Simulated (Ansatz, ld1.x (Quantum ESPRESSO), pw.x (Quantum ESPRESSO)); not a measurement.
# Tc: does the TM potential hold in the solid?

```
Element                 : technetium (Tc)
Generator               : ld1.x (Quantum ESPRESSO) 7.5
Type                    : norm-conserving Troullier–Martins (Kleinman–Bylander form)
Functional              : PBE
Relativity              : scalar-relativistic
Frozen core             : [Kr]
Valence charge          : 7
Reference configuration : 4d4 5s0 5p0 (charge +3)
Partial waves           : 5p (bound, empty): rc 2.15 bohr; 4d (bound): rc 1.80 bohr; 5s (bound, empty): rc 2.50 bohr
Local potential         : the s channel
Core correction         : a·sin(br)/r model core inside 1.75 bohr
```

Atomic tests: cutoffs needed: 45 Ry and 55 Ry (the cutoffs (Ry, on a coarse ladder) from which the occupation-weighted sum of valence levels, in a spherical-Bessel basis at the reference potential, stays within 10 and 1 mRy of its value at 400 Ry); ghost test: ghost state, extra bound levels that the all-electron valence spectrum of the same l lacks: p at -135.7 eV; a true bound ghost makes a file unfit for plane-wave use (spherical-Bessel basis up to 400 Ry, 20 bohr box); largest excitation error: -568 meV (all-electron minus pseudo) for 4d6 5s1 5p0, out of 7 test configurations.

Crystal test: fcc Tc in pw.x 7.5, no spin, 15³ k-points, Fermi–Dirac smearing 0.01 Ry, cutoffs 70/280 Ry. The reference is all-electron LAPW (Ansatz 0.2.0) with the same functional, mesh and smearing; V0 and B0 come from Birch–Murnaghan fits to the pressures at five volumes. Errors are pseudo minus all-electron; Δ is the rms difference of the E(V) curves that follow from these fits, minima aligned, over ±6 % about the mean V0. Mesh and smearing are coarse, so the numbers serve the comparison and aren't converged zero-temperature values; the lattice is a test structure that the element need not adopt.

All-electron: a0 = 3.873 Å (V0 = 14.52 Å³/atom), B0 = 295.3 GPa.

**Question.** How far does the potential miss the all-electron equation of state?

**Answer.** mean pressure error (GPa): +91.91. The pressure does not cross zero within the volumes sampled, so no fit is given. This is a poor potential for the solid. Note: ghost state, extra bound levels that the all-electron valence spectrum of the same l lacks: p at -135.7 eV. A true bound ghost makes a file unfit for plane-wave use.

```json
{"V (Å³/atom)": "13.816", "P all-electron (GPa)": "16.43", "P pseudo (GPa)": "104.45"}
{"V (Å³/atom)": "14.179", "P all-electron (GPa)": "7.40", "P pseudo (GPa)": "98.14"}
{"V (Å³/atom)": "14.543", "P all-electron (GPa)": "-0.46", "P pseudo (GPa)": "92.16"}
{"V (Å³/atom)": "14.907", "P all-electron (GPa)": "-7.31", "P pseudo (GPa)": "86.56"}
{"V (Å³/atom)": "15.270", "P all-electron (GPa)": "-13.27", "P pseudo (GPa)": "81.04"}
```

**Question.** At the middle volume, how do free energy and pressure move when the wave cutoff is lowered (ecutrho kept at four times it)?

**Answer.**

| cutoff (Ry) | shift of F (meV/atom) | shift of P (GPa) |
| --- | --- | --- |
| 32 | +10889.5 | -161.17 |
| 42 | +7767.5 | -89.86 |
| 56 | +1586.5 | -144.74 |

The run at the middle volume (120 k-points, 15 iterations) took about 29 s on one core of a shared host (Neoverse-V1, 32 threads, 247 GiB, load 39).
